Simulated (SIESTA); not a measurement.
Runs of SIESTA 5.4.2 on PbS (Galena). Symmetry: Fm-3m, No. 225, cubic system. The conventional cell has a = 5.931 Å, b = 5.931 Å, c = 5.931 Å, α = 90.00°, β = 90.00°, γ = 90.00°. Pb (site symmetry m-3m) is surrounded by 6 S at 2.97 Å. Around S (site symmetry m-3m) lie 6 Pb at 2.97 Å. 

| level | potentials or basis | spin | k mesh | energy shift | gap on the mesh (eV) | pressure (GPa) | moment (μB) |
| --- | --- | --- | --- | --- | --- | --- | --- |
| PBE | PseudoDojo 0.4 standard (PBE files, fully relativistic), TZP (energy shift 0.003 Ry; two zetas on semicore shells) | non-collinear, zero start, SOC | 6 × 6 × 6 | 0.003 Ry | 0.02 | 2.1 | 0.00 |
| PBE | PseudoDojo 0.4 standard (PBE files), SZ (energy shift 0.01 Ry) | off | 8 × 8 × 8 | 0.01 Ry | 0.46 | 2.7 | - |
| AM05 | PseudoDojo 0.4 standard (PBEsol files), DZP (energy shift 0.003 Ry; two zetas on semicore shells) | off | 8 × 8 × 8 | 0.003 Ry | (a) | 0.5 | - |
| PBE | PseudoDojo 0.4 standard (PBE files, fully relativistic), DZP (energy shift 0.003 Ry; two zetas on semicore shells) | non-collinear, zero start, SOC | 6 × 6 × 6 | 0.003 Ry | - | (b) | 0.00 |

Alike in all rows: task band structure; cell as given; smearing fermi-dirac 0.05 eV; grid cutoff 500 Ry.

Question: Fill in the values left out.

Answer: (a) 0.38; (b) 2.5.

Caveats: the basis of atomic orbitals isn't converged, which shifts pressures, moduli and gaps; spin-orbit coupling is left out, which as a rule narrows the gap of such compounds by several tenths of an eV (some runs); the basis has no polarisation orbitals (some runs); the potentials were made for another functional, which shifts forces and pressure (some runs).

A k mesh can miss the band edges, and rows without SOC leave out spin-orbit coupling on Pb.
